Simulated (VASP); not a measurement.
# Be (P6_3/mmc) in VASP: a series of runs, part 2 of 2

VASP 6.6.1. Earlier steps stand in the parts before.

### 4 Relaxation of cell and atoms, LDA

This run uses another cell than the first one, of 7.56 Å³/atom, 1.424 times its volume.

File INCAR:

```
SYSTEM = Be
ALGO = Normal
EDIFF = 1E-7
EDIFFG = -0.005
ENCUT = 600
IBRION = 2
ISIF = 3
ISMEAR = 1
LASPH = .True.
LCHARG = .False.
LREAL = .False.
LWAVE = .False.
NELM = 80
NSW = 90
PREC = Accurate
SIGMA = 0.1
```

File KPOINTS:

```
k-points
0
Gamma
  18 18 10
  0 0 0
```

File POSCAR:

```
Be                                      
1.0
    2.2258338651      0.0000000000      0.0000000000
   -1.1129169326      1.9276286718      0.0000000000
    0.0000000000      0.0000000000      3.5245769968
  Be            
     2
Direct
     0.3333333332999970    0.6666666667000030    0.2500000000000000
     0.6666666667000030    0.3333333332999970    0.7500000000000000
```

Potentials or basis: VASP PAW LDA potentials, release 64 (Be).

On the command line:

```console
$ cat potpaw_LDA.64/Be/POTCAR > POTCAR
$ mpirun -np 1 vasp_std > vasp.out
```

OUTCAR:

```text
SYSTEM = Be
   EDIFF = 1E-7
   EDIFFG = -0.005
   ENCUT = 600
   IBRION = 2
   ISIF = 3
   ISMEAR = 1
   LASPH = .True.
   LREAL = .False.
   NELM = 80
   NSW = 90
   PREC = Accurate

 ion  position               nearest neighbor table
   1  0.333  0.667  0.250-   2 2.18   2 2.18   2 2.18   2 2.18   2 2.18   2 2.18
   2  0.667  0.333  0.750-   1 2.18   1 2.18   1 2.18   1 2.18   1 2.18   1 2.18

  LATTYP: Found a hexagonal cell.
 ALAT       =     2.2258338651
 C/A-ratio  =     1.5834861047

  Lattice vectors:

 A1 = (   2.2258338651,   0.0000000000,   0.0000000000)
 A2 = (  -1.1129169326,   1.9276286718,   0.0000000000)
 A3 = (   0.0000000000,   0.0000000000,   3.5245769968)

Analysis of symmetry for initial positions (statically):
=====================================================================
 Subroutine PRICEL returns:
 Original cell was already a primitive cell.

 Routine SETGRP: Setting up the symmetry group for a
 hexagonal supercell.

 Subroutine GETGRP returns: Found 24 space group operations
 (whereof 12 operations were pure point group operations)
 out of a pool of 24 trial point group operations.

The static configuration has the point symmetry D_3d.
 The point group associated with its full space group is D_6h.

Analysis of symmetry for dynamics (positions and initial velocities):
=====================================================================
 Subroutine PRICEL returns:
 Original cell was already a primitive cell.

 Routine SETGRP: Setting up the symmetry group for a
 hexagonal supercell.

 Subroutine GETGRP returns: Found 24 space group operations
 (whereof 12 operations were pure point group operations)
 out of a pool of 24 trial point group operations.

The dynamic configuration has the point symmetry D_3d.
 The point group associated with its full space group is D_6h.

 Subroutine INISYM returns: Found 24 space group operations
 (whereof 12 operations are pure point group operations),
 and found     1 'primitive' translations

----------------------------------------------------------------------------------------

                                     Primitive cell

  volume of cell :      15.1225

  direct lattice vectors                    reciprocal lattice vectors
     2.225833865  0.000000000  0.000000000     0.449269829  0.259386057  0.000000000
    -1.112916933  1.927628672  0.000000000     0.000000000  0.518772113  0.000000000
     0.000000000  0.000000000  3.524576997     0.000000000  0.000000000  0.283721990

  length of vectors
     2.225833865  2.225833865  3.524576997     0.518772113  0.518772113  0.283721990

  position of ions in fractional coordinates (direct lattice)
     0.333333333  0.666666667  0.250000000
     0.666666667  0.333333333  0.750000000

  ion indices of the primitive-cell ions
   primitive index   ion index
                 1           1
                 2           2

[... 107 lines left out ...]
 maximum number of plane-waves:       537
 NGX is ok and might be reduce to    18
   NGX =  9   NGY =  9   NGZ = 15

--------------------------------------- Ionic step        1  -------------------------------------------

 number of electron       4.0000000 magnetization

 Free energy of the ion-electron system (eV)
  ---------------------------------------------------
  ext. energy  EPLUGINS =         0.00000000
  ---------------------------------------------------
  free energy    TOTEN  =        -8.41656752 eV

  energy without entropy =       -8.41638220  energy(sigma->0) =       -8.41650574

------------------------ aborting loop because EDIFF is reached ----------------------------------------

  FORCE on cell =-STRESS in cart. coord.  units (eV):
  Direction    XX          YY          ZZ          XY          YZ          ZX
  --------------------------------------------------------------------------------------
  -------------------------------------------------------------------------------------
  Total        0.0150449      0.0150449      0.0119349     -0.0000000     -0.0000000     -0.0000000
  in kB        1.5939537      1.5939537      1.2644659     -0.0000000     -0.0000000     -0.0000000
  external PRESSURE =       1.4841244 kB  Pullay stress =       0.0000000 kB

 VOLUME and BASIS-vectors are now :
 -----------------------------------------------------------------------------
  energy-cutoff  :      600.00
  volume of cell :       15.12
      direct lattice vectors                 reciprocal lattice vectors
     2.225833865  0.000000000  0.000000000     0.449269829  0.259386057  0.000000000
    -1.112916933  1.927628672  0.000000000     0.000000000  0.518772113  0.000000000
     0.000000000  0.000000000  3.524576997     0.000000000  0.000000000  0.283721990

 POSITION                                       TOTAL-FORCE (eV/Angst)
 -----------------------------------------------------------------------------------
     -0.00000      1.28509      0.88114         0.000000      0.000000      0.000000
      1.11292      0.64254      2.64343        -0.000000      0.000000      0.000000
 -----------------------------------------------------------------------------------
    total drift:                                0.000000     -0.000000      0.000000

  FREE ENERGIE OF THE ION-ELECTRON SYSTEM (eV)
  ---------------------------------------------------
  free  energy   TOTEN  =        -8.4165675166 eV

  energy  without entropy=       -8.4163821975  energy(sigma->0) =       -8.41650574

--------------------------------------- Ionic step        2  -------------------------------------------

 number of electron       4.0000000 magnetization

 Free energy of the ion-electron system (eV)
  ---------------------------------------------------
  ext. energy  EPLUGINS =         0.00000000
  ---------------------------------------------------
  free energy    TOTEN  =        -8.41657548 eV

  energy without entropy =       -8.41639077  energy(sigma->0) =       -8.41651391

 E-fermi :   7.3043     XC(G=0): -10.7657

 val. band max:        7.1504236245   @ k =   0.2778   0.2778   0.1000
 cond. band min:       7.3120543980   @ k =   0.3333   0.2778   0.3000
 fundamental gap:      0.1616307735
 Fermi energy:         7.3042651770

 k-point     1 :       0.0000    0.0000    0.0000
  band No.  band energies     occupation
      1      -4.3086      2.00000
      2       2.4783      2.00000
      3       8.4134     -0.00000
      4      23.5256      0.00000
      5      23.5256      0.00000
      6      26.4156      0.00000
[... 199 lines left out ...]
 k-point    24 :       0.3889    0.1111    0.0000
  band No.  band energies     occupation
      1       1.5321      2.00000
      2       5.2057      2.00000
      3      10.1493      0.00000
      4      12.9144      0.00000
      5      14.5270      0.00000
      6      15.2341      0.00000

 [... further k-points ...]

------------------------ aborting loop because EDIFF is reached ----------------------------------------

  FORCE on cell =-STRESS in cart. coord.  units (eV):
  Direction    XX          YY          ZZ          XY          YZ          ZX
  --------------------------------------------------------------------------------------
  -------------------------------------------------------------------------------------
  Total        0.0020250      0.0020250      0.0003438     -0.0000000      0.0000000      0.0000000
  in kB        0.2143242      0.2143242      0.0363915     -0.0000000      0.0000000      0.0000000
  external PRESSURE =       0.1550133 kB  Pullay stress =       0.0000000 kB

 VOLUME and BASIS-vectors are now :
 -----------------------------------------------------------------------------
  energy-cutoff  :      600.00
  volume of cell :       15.14
      direct lattice vectors                 reciprocal lattice vectors
     2.226641625 -0.000000000 -0.000000000     0.449106847  0.259291959  0.000000000
    -1.113320812  1.928328212  0.000000000     0.000000000  0.518583918  0.000000000
     0.000000000 -0.000000000  3.525591674     0.000000000 -0.000000000  0.283640334

 POSITION                                       TOTAL-FORCE (eV/Angst)
 -----------------------------------------------------------------------------------
     -0.00000      1.28555      0.88140         0.000000      0.000000      0.000000
      1.11332      0.64278      2.64419        -0.000000     -0.000000      0.000000
 -----------------------------------------------------------------------------------
    total drift:                                0.000000     -0.000000      0.000000

  FREE ENERGIE OF THE ION-ELECTRON SYSTEM (eV)
  ---------------------------------------------------
  free  energy   TOTEN  =        -8.4165754795 eV

  energy  without entropy=       -8.4163907698  energy(sigma->0) =       -8.41651391

 reached required accuracy - stopping structural energy minimisation
```

CONTCAR:

```text
Be
   1.00000000000000
     2.2266416247933511   -0.0000000000000209   -0.0000000000000000
    -1.1133208124467118    1.9283282122146270    0.0000000000000000
     0.0000000000000000   -0.0000000000000000    3.5255916738904354
  Be
     2
Direct
     0.3333333332999970    0.6666666667000030    0.2500000000000000
     0.6666666667000030    0.3333333332999970    0.7500000000000000

  0.00000000E+00  0.00000000E+00  0.00000000E+00
  0.00000000E+00  0.00000000E+00  0.00000000E+00
```

Wall time 12 s (1 thread of Intel Xeon Platinum 8488C (Sapphire Rapids), shared host); peak memory 0.13 GiB.

Results:

```yaml
Free_energy: -8.4166 eV
Relaxed_volume: 7.57 Å³/atom
Relaxed_cell: a = 2.227 Å, b = 2.227 Å, c = 3.526 Å, α = 90.00°, β = 90.00°, γ = 120.00°
Space_group_after_relaxing_to_0.05_Å: P6_3/mmc (No. 194)
Energy_gained_by_relaxing: 0.0 meV/atom
Ionic_steps: 2
Pressure_after_relaxing: 0.0 GPa
Band_gap_on_the_k_mesh: none (metal or under the smearing width)
```

Final structure:
```yaml
crystal:
  lattice:
    - [2.22664, 0.00000, 0.00000]
    - [-1.11332, 1.92833, 0.00000]
    - [0.00000, 0.00000, 3.52559]
  atoms:
    - { symbol: Be, position: [0.33333, 0.66667, 0.25000] }
    - { symbol: Be, position: [0.66667, 0.33333, 0.75000] }
```

Levels at points of the mesh, in eV from the Fermi level:
```csv
k point,band 1,band 2,band 3,band 4,band 5
"(0.00, 0.00, 0.00)",-11.61,-4.83,1.11,16.22,16.22
"(0.50, 0.00, 0.00)",-5.30,-3.27,3.50,6.46,6.81
"(0.00, 0.00, 0.50)",-9.47,-9.47,10.69,10.69,17.87
"(0.50, 0.00, 0.50)",-3.93,-3.93,1.65,1.65,12.13
```

### 5 Relaxation of shape and atoms at fixed volume, LDA (a relaxed cell with its volume scaled by 0.94)

File INCAR:

```
SYSTEM = Be
ALGO = Normal
EDIFF = 1E-7
EDIFFG = -0.01
ENCUT = 600
IBRION = 2
ISIF = 4
ISMEAR = 1
LASPH = .True.
LCHARG = .False.
LREAL = .False.
LWAVE = .False.
NELM = 80
NSW = 40
PREC = Accurate
SIGMA = 0.1
```

KPOINTS is that of step 4.

File POSCAR:

```
Be                                      
1.0
    2.1811872047     -0.0000000000     -0.0000000000
   -1.0905936024      1.8889635297      0.0000000000
    0.0000000000     -0.0000000000      3.4536206287
  Be            
     2
Direct
     0.3333333332999970    0.6666666667000030    0.2500000000000000
     0.6666666667000030    0.3333333332999970    0.7500000000000000
```

Potentials or basis: VASP PAW LDA potentials, release 64 (Be).

On the command line:

```console
$ cat potpaw_LDA.64/Be/POTCAR > POTCAR
$ mpirun -np 1 vasp_std > vasp.out
```

OUTCAR:

```text
SYSTEM = Be
   EDIFF = 1E-7
   EDIFFG = -0.01
   ENCUT = 600
   IBRION = 2
   ISIF = 4
   ISMEAR = 1
   LASPH = .True.
   LREAL = .False.
   NELM = 80
   NSW = 40
   PREC = Accurate

 ion  position               nearest neighbor table
   1  0.333  0.667  0.250-   2 2.14   2 2.14   2 2.14   2 2.14   2 2.14   2 2.14
   2  0.667  0.333  0.750-   1 2.14   1 2.14   1 2.14   1 2.14   1 2.14   1 2.14

  LATTYP: Found a hexagonal cell.
 ALAT       =     2.1811872047
 C/A-ratio  =     1.5833673613

  Lattice vectors:

 A1 = (   2.1811872047,   0.0000000000,   0.0000000000)
 A2 = (  -1.0905936024,   1.8889635297,   0.0000000000)
 A3 = (   0.0000000000,   0.0000000000,   3.4536206287)

Analysis of symmetry for initial positions (statically):
=====================================================================
 Subroutine PRICEL returns:
 Original cell was already a primitive cell.

 Routine SETGRP: Setting up the symmetry group for a
 hexagonal supercell.

 Subroutine GETGRP returns: Found 24 space group operations
 (whereof 12 operations were pure point group operations)
 out of a pool of 24 trial point group operations.

The static configuration has the point symmetry D_3d.
 The point group associated with its full space group is D_6h.

Analysis of symmetry for dynamics (positions and initial velocities):
=====================================================================
 Subroutine PRICEL returns:
 Original cell was already a primitive cell.

 Routine SETGRP: Setting up the symmetry group for a
 hexagonal supercell.

 Subroutine GETGRP returns: Found 24 space group operations
 (whereof 12 operations were pure point group operations)
 out of a pool of 24 trial point group operations.

The dynamic configuration has the point symmetry D_3d.
 The point group associated with its full space group is D_6h.

[... 172 lines left out ...]
     -0.00000      1.25931      0.86341        -0.000000      0.000000      0.000000
      1.09059      0.62965      2.59022         0.000000      0.000000      0.000000
 -----------------------------------------------------------------------------------
    total drift:                                0.000000     -0.000000      0.000000

  FREE ENERGIE OF THE ION-ELECTRON SYSTEM (eV)
  ---------------------------------------------------
  free  energy   TOTEN  =        -8.3920020155 eV

  energy  without entropy=       -8.3917984313  energy(sigma->0) =       -8.39193415

--------------------------------------- Ionic step        2  -------------------------------------------

 number of electron       4.0000000 magnetization

 Free energy of the ion-electron system (eV)
  ---------------------------------------------------
  ext. energy  EPLUGINS =         0.00000000
  ---------------------------------------------------
  free energy    TOTEN  =        -8.39207122 eV

  energy without entropy =       -8.39186341  energy(sigma->0) =       -8.39200195

 E-fermi :   7.8275     XC(G=0): -10.9737

 val. band max:        7.6712062204   @ k =   0.2778   0.2778   0.1000
 cond. band min:       7.8300547226   @ k =   0.3333   0.2778   0.3000
 fundamental gap:      0.1588485021
 Fermi energy:         7.8275436717

 k-point     1 :       0.0000    0.0000    0.0000
  band No.  band energies     occupation
      1      -4.1192      2.00000
      2       2.7427      2.00000
      3       9.1299     -0.00000
      4      24.9158      0.00000
      5      24.9158      0.00000
      6      27.9235      0.00000
[... 199 lines left out ...]
 k-point    24 :       0.3889    0.1111    0.0000
  band No.  band energies     occupation
      1       1.8439      2.00000
      2       5.6859      2.00000
      3      10.7782      0.00000
      4      13.7185      0.00000
      5      15.4487      0.00000
      6      16.0682      0.00000

 [... further k-points ...]

------------------------ aborting loop because EDIFF is reached ----------------------------------------

  FORCE on cell =-STRESS in cart. coord.  units (eV):
  Direction    XX          YY          ZZ          XY          YZ          ZX
  --------------------------------------------------------------------------------------
  -------------------------------------------------------------------------------------
  Total        0.8009462      0.8009462      0.8008340     -0.0000000      0.0000000      0.0000000
  in kB       90.1826074     90.1826074     90.1699685     -0.0000000      0.0000000      0.0000000
  external PRESSURE =      90.1783945 kB  Pullay stress =       0.0000000 kB

 VOLUME and BASIS-vectors are now :
 -----------------------------------------------------------------------------
  energy-cutoff  :      600.00
  volume of cell :       14.23
      direct lattice vectors                 reciprocal lattice vectors
     2.179560324 -0.000000000  0.000000000     0.458808132  0.264892998 -0.000000000
    -1.089780162  1.887554610  0.000000000     0.000000000  0.529785997 -0.000000000
     0.000000000  0.000000000  3.458778298    -0.000000000 -0.000000000  0.289119427

 POSITION                                       TOTAL-FORCE (eV/Angst)
 -----------------------------------------------------------------------------------
     -0.00000      1.25837      0.86469        -0.000000      0.000000      0.000000
      1.08978      0.62918      2.59408         0.000000     -0.000000      0.000000
 -----------------------------------------------------------------------------------
    total drift:                                0.000000     -0.000000      0.000000

  FREE ENERGIE OF THE ION-ELECTRON SYSTEM (eV)
  ---------------------------------------------------
  free  energy   TOTEN  =        -8.3920712232 eV

  energy  without entropy=       -8.3918634076  energy(sigma->0) =       -8.39200195

 reached required accuracy - stopping structural energy minimisation
```

Run time: 13 s. Hardware: 1 thread of Intel Xeon Platinum 8488C (Sapphire Rapids), shared host; peak memory 0.13 GiB.

Results:

| Property | Result |
| --- | --- |
| Free energy | -8.3921 eV |
| Energy gained by relaxing | 0.0 meV/atom |
| Ionic steps | 2 |
| Pressure after relaxing | 9.0 GPa |
| Band gap on the k mesh | none (metal or under the smearing width) |

Final structure:
```
Be
1.0
     2.17956    0.00000    0.00000
    -1.08978    1.88755    0.00000
     0.00000    0.00000    3.45878
Be
2
Direct
  0.33333 0.66667 0.25000
  0.66667 0.33333 0.75000
```

Levels at points of the mesh, in eV from the Fermi level:
```csv
k point,band 1,band 2,band 3,band 4,band 5,band 6
"(0.00, 0.00, 0.00)",-11.95,-5.08,1.30,17.09,17.09,20.10
"(0.50, 0.00, 0.00)",-5.53,-3.32,3.65,6.69,7.23,9.99
"(0.00, 0.00, 0.50)",-9.77,-9.77,11.15,11.15,18.82,18.82
"(0.50, 0.00, 0.50)",-4.12,-4.12,1.87,1.87,12.75,12.75
```

### 6 Summary

| task | level | potentials or basis | cell | target pressure | gap on the mesh (eV) | pressure (GPa) |
| --- | --- | --- | --- | --- | --- | --- |
| relaxation of cell and atoms | PBE | VASP PAW PBE potentials, release 64 (Be) | relaxed to 94.7 GPa | 94.7 GPa | none | 94.8 |
| relaxation of cell and atoms | LDA | VASP PAW LDA potentials, release 64 (Be) | relaxed | - | none | 0.0 |
| relaxation of shape and atoms at fixed volume | LDA | VASP PAW LDA potentials, release 64 (Be) | atoms relaxed at fixed volume from: a relaxed cell with its volume scaled by 0.94 | - | none | 9.0 |

Alike in all rows: no spin polarisation; k mesh 18 × 18 × 10; cutoff (eV) 600; smearing methfessel-paxton 0.1 eV.

Caveats: the relaxation stopped at its first step, so nothing moved (some runs); the cell is relaxed towards a set pressure, so the enthalpy falls and the energy may rise (some runs).

Absolute energies hang on the potentials; compare differences alone.
